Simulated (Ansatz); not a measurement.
# K3Nb6O11: the cost of one run

Computed with Ansatz 0.2.0 (DFT PBE, scalar-relativistic, plane waves, PAW, unless a step's input says otherwise).

2 further runs of the same task are left out: 2 set aside as unsound or not needed.

**1. The starting structure**

It takes space group P-3m1 (No. 164, trigonal). Conventional cell: a = 6.058 Å, b = 6.058 Å, c = 7.562 Å, α = 90.00°, β = 90.00°, γ = 120.00°. Li (site symmetry -3m) has 6 O at 2.18 Å as nearest neighbours. Li (site symmetry 3m) is surrounded by 4 O at 1.98 to 2.00 Å. Nb (site symmetry m) has 5 O at 2.02 to 2.18 Å as nearest neighbours. O (site symmetry m) is surrounded by 2 Li at 2.00 to 2.18 Å and 2 Nb at 2.02 Å. O (site symmetry 2/m) is surrounded by 4 Nb at 2.18 Å. O (site symmetry 3m) is surrounded by 1 Li at 1.98 Å and 3 Nb at 2.16 Å.

Coordinates:

```cif
data_structure
_symmetry_space_group_name_H-M 'P 1'
_symmetry_Int_Tables_number 1
_cell_length_a 6.0581
_cell_length_b 6.0581
_cell_length_c 7.5624
_cell_angle_alpha 90.000
_cell_angle_beta 90.000
_cell_angle_gamma 120.000
_cell_volume 240.36
loop_
_atom_site_label
_atom_site_type_symbol
_atom_site_fract_x
_atom_site_fract_y
_atom_site_fract_z
_atom_site_occupancy
Li1 Li 0.00000 0.00000 0.50000 1
Li2 Li 0.33333 0.66667 0.57837 1
Li3 Li 0.66667 0.33333 0.42163 1
Nb1 Nb 0.15912 0.84088 0.16412 1
Nb2 Nb 0.15912 0.31823 0.16412 1
Nb3 Nb 0.31823 0.15912 0.83588 1
Nb4 Nb 0.68177 0.84088 0.16412 1
Nb5 Nb 0.84088 0.68177 0.83588 1
Nb6 Nb 0.84088 0.15912 0.83588 1
O1 O 0.15933 0.84067 0.68507 1
O2 O 0.00000 0.50000 0.00000 1
O3 O 0.33333 0.66667 0.31637 1
O4 O 0.15933 0.31866 0.68507 1
O5 O 0.31866 0.15933 0.31494 1
O6 O 0.50000 0.50000 0.00000 1
O7 O 0.68134 0.84067 0.68507 1
O8 O 0.66667 0.33333 0.68363 1
O9 O 0.50000 0.00000 0.00000 1
O10 O 0.84067 0.68134 0.31494 1
O11 O 0.84067 0.15933 0.31494 1
```

The structure comes from the Materials Project (structure only).

**2. One element swapped, cell strained: Li → K, first probe**

Against the listed cell: K takes all sites of Li, and lengths are scaled by 1.064 as a first guess of the size; strain xx, yy, zz, yz, xz, xy = -0.3, -0.3, -1.8, +0.0, +0.0, +0.0 %; atoms moved by 0.03 Å root mean square, at most 0.05 Å.

input.yaml reads:

```yaml
crystal:
  lattice:
    - [6.426752436, 0.0, 0.0]
    - [-3.213376218, 5.5657308735, 0.0]
    - [0.0, 0.0, 7.9019150169]
  atoms:
    - { symbol: K, position: [0.0, 0.0, 0.5] }
    - { symbol: K, position: [0.3333333333, 0.6666666667, 0.5783186879] }
    - { symbol: K, position: [0.6666666667, 0.3333333333, 0.4216813121] }
    - { symbol: Nb, position: [0.1603839206, 0.8396160794, 0.1663053139] }
    - { symbol: Nb, position: [0.1603839206, 0.3207678413, 0.1663053139] }
    - { symbol: Nb, position: [0.3207678413, 0.1603839206, 0.8336946861] }
    - { symbol: Nb, position: [0.6792321587, 0.8396160794, 0.1663053139] }
    - { symbol: Nb, position: [0.8396160794, 0.6792321587, 0.8336946861] }
    - { symbol: Nb, position: [0.8396160794, 0.1603839206, 0.8336946861] }
    - { symbol: O, position: [0.1555018692, 0.8444981308, 0.6821330218] }
    - { symbol: O, position: [0.0, 0.5, 0.0] }
    - { symbol: O, position: [0.3333333333, 0.6666666667, 0.311541239] }
    - { symbol: O, position: [0.1555018692, 0.3110037383, 0.6821330218] }
    - { symbol: O, position: [0.3110037383, 0.1555018692, 0.3178669782] }
    - { symbol: O, position: [0.5, 0.5, 0.0] }
    - { symbol: O, position: [0.6889962617, 0.8444981308, 0.6821330218] }
    - { symbol: O, position: [0.6666666667, 0.3333333333, 0.688458761] }
    - { symbol: O, position: [0.5, 0.0, 0.0] }
    - { symbol: O, position: [0.8444981308, 0.6889962617, 0.3178669782] }
    - { symbol: O, position: [0.8444981308, 0.1555018692, 0.3178669782] }
basis:
  ecutwfc: 420
kpoints:
  mp_grid: { grid: [3, 3, 2] }
hamiltonian:
  xc: pbe
scf:
  occupations: { method: gaussian, width: 0.1 }
output:
  forces: true
  stress: true
  eigenvalues: true
```

On the command line:

```
$ ansatz run input.yaml --threads 4 --pin off --max-ram 7168MiB --backend cpu --events-out ev --progress --plain --runs-dir out
```

**Question.** How long does this run take on 4 threads of Arm Neoverse V1, shared host, and how much memory does it need?

About 4.1 s, with a peak of 0.98 GiB.
